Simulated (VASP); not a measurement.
Wanted: the native input for a VASP 6.6.1 run.

| Property | Result |
| --- | --- |
| Task | relaxation of cell and atoms |
| Functional | LDA |
| Potentials or basis | VASP PAW LDA potentials, release 64 (Se, In_d) |
| Cutoff | 600 eV |
| k mesh | 9 × 9 × 1 |
| Occupations | gaussian, width 0.03 eV |
| Spin | no spin polarisation |
| Further INCAR settings | ALGO = Normal; EDIFF = 1e-06; IBRION = 2; EDIFFG = -0.01; NSW = 90; ISIF = 3 |

The structure of InSe lies in POSCAR:

```
InSe
1.0
    4.0000000000      0.0000000000      0.0000000000
   -2.0000000000      3.4641016200      0.0000000000
    0.0000000000      0.0000000000     23.3577120000
Se In
2 2
Direct
    0.0000000000      0.0000000000      0.3853117100
    0.0000000000      0.0000000000      0.6146882900
    0.6666666700      0.3333333300      0.4395483600
    0.6666666700      0.3333333300      0.5603071100
```

The input as run:

INCAR

```
  PREC = Accurate
  ENCUT = 600
  EDIFF = 1E-6
  ISMEAR = 0
  SIGMA = 0.03
  LREAL = F
  LASPH = T
  NELM = 80
  ALGO = Normal
  ISIF = 3
  LWAVE = F
  LCHARG = F
  IBRION = 2
  NSW = 90
  EDIFFG = -0.01
  LATTICE_CONSTRAINTS = .TRUE. .TRUE. .FALSE.
  KPAR = 2
```

KPOINTS

```
Automatic mesh
0
Gamma
  9 9 1
```

Potentials or basis: VASP PAW LDA potentials, release 64 (Se, In_d).

Launch:

```console
$ cat potpaw_LDA.64/Se/POTCAR potpaw_LDA.64/In_d/POTCAR > POTCAR
$ mpirun -np 2 vasp_std > vasp.out
```

Results of the run:

* Relaxed volume: 79.08 Å³/atom
* Relaxed cell: a = 3.954 Å, b = 3.954 Å, c = 23.358 Å, α = 90.00°, β = 90.00°, γ = 120.00°
* Space group after relaxing (to 0.05 Å): P-6m2 (No. 187)
* Energy gained by relaxing: 6.4 meV/atom
* Ionic steps: 12
* Band gap on the k mesh: 1.68 eV, indirect (least direct gap 1.77 eV)

Caveat: spin-orbit coupling is left out, which moves the levels of the heavy elements.

It took 7.1 min on 2 MPI ranks on Intel(R) Xeon(R) Platinum 8488C (Sapphire Rapids), with other jobs on the host, peak memory 0.43 GiB a rank.
